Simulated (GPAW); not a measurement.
Set up this calculation in GPAW 26.7.0, as an ASE script.

| Item | Value |
| --- | --- |
| Task | relaxation of cell and atoms |
| Functional | PBEsol |
| Potentials or basis | PAW data sets generated in the run's folder for this functional |
| Cutoff | 600 eV |
| Basis | pw |
| k mesh | 10 × 10 × 10 |
| Occupations | fermi-dirac, width 0.05 eV |
| Spin | no spin polarisation |
| Target pressure | 10 GPa |
| Maxiter | 150 |
| Optimizer | BFGS |
| Fmax | 0.02 eV/Å |
| Max steps | 60 |
| Target pressure | 10 GPa |
| Convergence | density=1e-05 forces=0.0001 |

Crystal: Hf.

```
Hf
1.0
     0.00000    2.22000    2.22000
     2.22000    0.00000    2.22000
     2.22000    2.22000    0.00000
Hf
1
Direct
  0.00000 0.00000 0.00000
```

This isn't the form of Hf at room conditions, which is hcp.

One way to write it, as run:

run.py

```python
from ase import Atoms
from ase.filters import FrechetCellFilter
from ase.io import write
from ase.optimize import BFGS
from ase.units import GPa
from gpaw import GPAW, PW, setup_paths

setup_paths.insert(0, '.')

atoms = Atoms(['Hf'],
              cell=[[0.0, 2.22, 2.22],
                    [2.22, 0.0, 2.22],
                    [2.22, 2.22, 0.0]],
              scaled_positions=[[0.0, 0.0, 0.0]],
              pbc=True)

calc = GPAW(mode=PW(600),
            xc='PBEsol',
            kpts={'size': (10, 10, 10), 'gamma': True},
            occupations={'name': 'fermi-dirac', 'width': 0.05},
            nbands=14,
            convergence={'density': 1e-05, 'forces': 0.0001},
            maxiter=150,
            txt='gpaw.txt')
atoms.calc = calc
opt = BFGS(FrechetCellFilter(atoms, scalar_pressure=10 * GPa), trajectory='relax.traj', logfile='-')
done = opt.run(fmax=0.02, steps=60)
calc.write('gs.gpw')
write('result.traj', atoms)
print('Converged:', done)
print('Cell:', atoms.cell.cellpar().round(4))
print('Volume:', round(atoms.get_volume(), 4))
print(atoms.get_scaled_positions().round(5))
```

Potentials or basis: PAW data sets generated in the run's folder for this functional, pw.

Run with:

```bash
$ gpaw-setup -f PBEsol Hf
$ OMP_NUM_THREADS=1 python run.py
```

It gave:

```yaml
Relaxed_volume: 20.04 Å³/atom
Relaxed_cell: a = 3.049 Å, b = 3.049 Å, c = 3.049 Å, α = 60.00°, β = 60.00°, γ = 60.00°
Space_group_after_relaxing_to_0.05_Å: Fm-3m (No. 225)
Energy_change_on_relaxing_the_enthalpy_is_what_falls: +46.1 meV/atom
Ionic_steps: 4
Pressure_after_relaxing: 10.0 GPa
Band_gap_on_the_k_mesh: none (metal or under the smearing width)
```

Caveat: later steps reuse the first step's grids.

It took 76 s on 1 thread of Intel(R) Xeon(R) Platinum 8175M CPU @ 2.50GHz (Skylake/Cascade Lake), with other jobs on the host, peak memory 0.17 GiB.
